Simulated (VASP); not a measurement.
Write the native input for VASP 6.6.1 that does the following.

```
Task                   : single point
Functional             : PBE
Potentials or basis    : VASP PAW PBE potentials, release 64 (In_d, Sb)
Cutoff                 : 450 eV
k mesh                 : 6 × 6 × 6
Occupations            : gaussian, width 0.02 eV
Spin                   : no spin polarisation
Further INCAR settings : ALGO = Normal; EDIFF = 1e-07; NBANDS = 16
```

The structure of InSb lies in POSCAR:

```
InSb
1.0
    0.0000000000      3.2391000000      3.2391000000
    3.2391000000      0.0000000000      3.2391000000
    3.2391000000      3.2391000000      0.0000000000
In Sb
1 1
Direct
    0.0000000000      0.0000000000      0.0000000000
    0.2500000000      0.2500000000      0.2500000000
```

These files were run (other wordings do the same):

INCAR

```
SYSTEM = InSb
ALGO = Normal ; EDIFF = 1E-7
ENCUT = 450 ; GGA = PE
ISIF = 2 ; ISMEAR = 0
LASPH = .TRUE. ; LCHARG = .FALSE.
LREAL = .FALSE. ; LWAVE = .FALSE.
NBANDS = 16 ; NELM = 80
PREC = Accurate ; SIGMA = 0.02
```

KPOINTS

```
k-points
0
G
  6 6 6
  0 0 0
```

Potentials or basis: VASP PAW PBE potentials, release 64 (In_d, Sb).

The run is started by

```sh
$ cat potpaw_PBE.64/In_d/POTCAR potpaw_PBE.64/Sb/POTCAR > POTCAR
$ mpirun -np 1 vasp_std > vasp.out
```

It gave:

- Pressure: 3.2 GPa
- Band gap on the k mesh: none (metal or under the smearing width)

Caveat: this crystal is a semiconductor, whose small gap the functional closes, so the metal is an error of the method.

Run time: 6.9 s on 1 thread of Intel(R) Xeon(R) 6975P-C (Granite Rapids), with other jobs on the host, peak memory 0.17 GiB.
